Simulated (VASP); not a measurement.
# PbI2 (P-3m1) in VASP: settings compared, part 2 of 2

VASP 6.6.1. Earlier steps stand in the parts before.

**3. Band structure, LDA**

The input, INCAR:

```
ALGO = Normal
EDIFF = 1E-6
ENCUT = 520
ISIF = 2
ISMEAR = 0
KPAR = 2
LASPH = True
LCHARG = False
LREAL = False
LWAVE = False
NELM = 80
PREC = Accurate
SIGMA = 0.03
```

The input, KPOINTS:

```
k-points
0
Gamma
  9 9 4
```

The input, POSCAR:

```
PbI2                                    
1.0
    4.5376270973     -0.0000000000      0.0000000000
   -2.2688135486      3.9297003392      0.0000000000
   -0.0000000000      0.0000000000      7.0703699368
  Pb              I             
     1     2
Direct
     0.0000000000000000    0.0000000000000000    0.0000000000000000
     0.3333333332999970    0.6666666667000030    0.2638301657333840
     0.6666666667000030    0.3333333332999970    0.7361698342666161
```

KPOINTS_OPT is that of step 2.

Potentials or basis: VASP PAW LDA potentials, release 64 (Pb_d, I).

Run with:

```bash
> cat potpaw_LDA.64/Pb_d/POTCAR potpaw_LDA.64/I/POTCAR > POTCAR
> mpirun -np 2 vasp_std > vasp.out
```

OUTCAR:

```text
EDIFF = 1E-6
   ENCUT = 520
   ISIF = 2
   ISMEAR = 0
   LASPH = True
   LREAL = False
   NELM = 80
   PREC = Accurate

 ion  position               nearest neighbor table
   1  0.000  0.000  0.000-   2 3.22   3 3.22   3 3.22   2 3.22   3 3.22   2 3.22
   2  0.333  0.667  0.264-   1 3.22   1 3.22   1 3.22
   3  0.667  0.333  0.736-   1 3.22   1 3.22   1 3.22

  LATTYP: Found a hexagonal cell.
 ALAT       =     4.5376270973
 C/A-ratio  =     1.5581646057

  Lattice vectors:
[... 697 lines left out ...]

  FORCE on cell =-STRESS in cart. coord.  units (eV):
  Direction    XX          YY          ZZ          XY          YZ          ZX
  --------------------------------------------------------------------------------------
  -------------------------------------------------------------------------------------
  Total       -0.8055406     -0.8055406     -0.8824057     -0.0000000      0.0000000      0.0000000
  in kB      -10.2368807    -10.2368807    -11.2136890     -0.0000000      0.0000000      0.0000000
  external PRESSURE =     -10.5624835 kB  Pullay stress =       0.0000000 kB

 VOLUME and BASIS-vectors are now :
 -----------------------------------------------------------------------------
  energy-cutoff  :      520.00
  volume of cell :      126.08
      direct lattice vectors                 reciprocal lattice vectors
     4.537627097  0.000000000  0.000000000     0.220379502  0.127236165  0.000000000
    -2.268813549  3.929700339  0.000000000     0.000000000  0.254472330  0.000000000
     0.000000000  0.000000000  7.070369937     0.000000000  0.000000000  0.141435315

 POSITION                                       TOTAL-FORCE (eV/Angst)
 -----------------------------------------------------------------------------------
      0.00000      0.00000      0.00000         0.000000      0.000000      0.000000
     -0.00000      2.61980      1.86538        -0.000000      0.000000     -0.075204
      2.26881      1.30990      5.20499         0.000000     -0.000000      0.075204
 -----------------------------------------------------------------------------------
    total drift:                                0.000000      0.000000      0.000000

  FREE ENERGIE OF THE ION-ELECTRON SYSTEM (eV)
  ---------------------------------------------------
  free  energy   TOTEN  =       -10.0242989631 eV

  energy  without entropy=      -10.0242989631  energy(sigma->0) =      -10.02429896
```

OSZICAR:

```text
N       E                     dE             d eps       ncg     rms          rms(c)
DAV:   1     0.231795265390E+03    0.23180E+03   -0.11970E+04  1556   0.138E+03
DAV:   2     0.118163370249E+02   -0.21998E+03   -0.21396E+03  1780   0.323E+02
[... 41 lines left out ...]
DAV:   9    -0.727018377581E+04   -0.55283E-06      970
       N       E                     dE             ncg
DAV:   1     0.598043802643E+04   -0.28603E+05     1404
DAV:   2    -0.248107226435E+04   -0.84615E+04     1628
DAV:   3    -0.326332800717E+04   -0.78226E+03     1784
DAV:   4    -0.329069689739E+04   -0.27369E+02     1928
DAV:   5    -0.329110795372E+04   -0.41106E+00     1732
DAV:   6    -0.329111863144E+04   -0.10678E-01     1988
DAV:   7    -0.329111876104E+04   -0.12960E-03     1722
DAV:   8    -0.329111876289E+04   -0.18476E-05     1350
DAV:   9    -0.329111876330E+04   -0.40706E-06     1006
```

It took 63 s on 2 MPI ranks of Intel Xeon 6975P-C (Granite Rapids), shared host; peak memory 0.31 GiB.

Results:

| Quantity | Value |
| --- | --- |
| Free energy | -10.0243 eV |
| Pressure | -1.1 GPa |
| Largest force | 0.075 eV/Å |
| Band gap on the k mesh | 2.06 eV, direct |
| Band gap along the path | 2.06 eV, direct |

Forces on the atoms (eV/Å):
```
Pb   0.000  0.000  0.000
I    0.000  0.000 -0.075
I    0.000  0.000  0.075
```

Levels at the corners of the path, in eV from the valence-band top:
```csv
point,band 10,band 11,band 12,band 13,band 14,band 15,band 16,band 17,band 18
Γ,-1.00,-1.00,-0.88,-0.88,-0.76,2.33,3.26,3.26,6.13
M,-2.43,-2.07,-1.59,-0.77,-0.40,2.71,3.60,4.58,4.92
M,-2.43,-2.07,-1.59,-0.77,-0.40,2.71,3.60,4.58,4.92
K,-2.57,-2.38,-1.62,-1.62,-0.71,4.15,4.15,4.50,6.26
K,-2.57,-2.38,-1.62,-1.62,-0.71,4.15,4.15,4.50,6.26
Γ,-1.00,-1.00,-0.88,-0.88,-0.76,2.33,3.26,3.26,6.13
Γ,-1.00,-1.00,-0.88,-0.88,-0.76,2.33,3.26,3.26,6.13
A,-1.12,-1.12,-0.72,-0.72,0.00,2.06,3.09,3.09,6.22
A,-1.12,-1.12,-0.72,-0.72,0.00,2.06,3.09,3.09,6.22
L,-1.88,-1.79,-1.35,-1.11,-0.72,3.06,3.60,4.04,5.62
L,-1.88,-1.79,-1.35,-1.11,-0.72,3.06,3.60,4.04,5.62
H,-3.01,-2.71,-0.80,-0.80,-0.12,3.21,3.21,4.07,6.81
H,-3.01,-2.71,-0.80,-0.80,-0.12,3.21,3.21,4.07,6.81
A,-1.12,-1.12,-0.72,-0.72,0.00,2.06,3.09,3.09,6.22
L,-1.88,-1.79,-1.35,-1.11,-0.72,3.06,3.60,4.04,5.62
M,-2.43,-2.07,-1.59,-0.77,-0.40,2.71,3.60,4.58,4.92
K,-2.57,-2.38,-1.62,-1.62,-0.71,4.15,4.15,4.50,6.26
H,-3.01,-2.71,-0.80,-0.80,-0.12,3.21,3.21,4.07,6.81
```

Caveat: spin-orbit coupling is left out, which as a rule narrows the gap of such compounds by several tenths of an eV.
